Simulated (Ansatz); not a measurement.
The system is ZnSe (Stilleite).

```
Se Zn
1.0
     0.00000    2.83380    2.83380
     2.83380    0.00000    2.83380
     2.83380    2.83380    0.00000
Se Zn
1 1
Direct
  0.75000 0.75000 0.75000
  0.00000 0.00000 0.00000
```

| Property | Result |
| --- | --- |
| Program | Ansatz 0.2.0 |
| Task | relaxation of cell and atoms |
| Functional | RPBE |
| Dispersion | D3(BJ) |
| Potentials or basis | all-electron LAPW, scalar-relativistic |
| Basis error allowed | 0.001 eV/atom |
| k mesh | 8 × 8 × 8 |
| Occupations | fermi-dirac, width 0.05 eV |
| Spin | no spin polarisation |

At the start: volume 22.76 Å³/atom.

Question: Where does the relaxation end?

Answer: Over 5 steps the energy falls by 35.7 meV/atom and the volume is 20.81 Å³/atom (-8.6 %); space group F-43m (No. 216, to 0.05 Å).

The path:
```
step  energy change (eV)  largest force (eV/Å)  volume (Å³)
   1              0.0000                0.0000        45.51
   2             -0.0662                0.0000        42.61
   3             -0.0713                0.0000        41.45
   4             -0.0715                0.0000        41.61
   5             -0.0715                0.0000        41.61
```

Final structure:
```cif
data_structure
_symmetry_space_group_name_H-M 'P 1'
_symmetry_Int_Tables_number 1
_cell_length_a 3.8896
_cell_length_b 3.8896
_cell_length_c 3.8896
_cell_angle_alpha 60.000
_cell_angle_beta 60.000
_cell_angle_gamma 60.000
_cell_volume 41.61
loop_
_atom_site_label
_atom_site_type_symbol
_atom_site_fract_x
_atom_site_fract_y
_atom_site_fract_z
_atom_site_occupancy
Se1 Se 0.75000 0.75000 0.75000 1
Zn1 Zn 0.00000 0.00000 0.00000 1
```
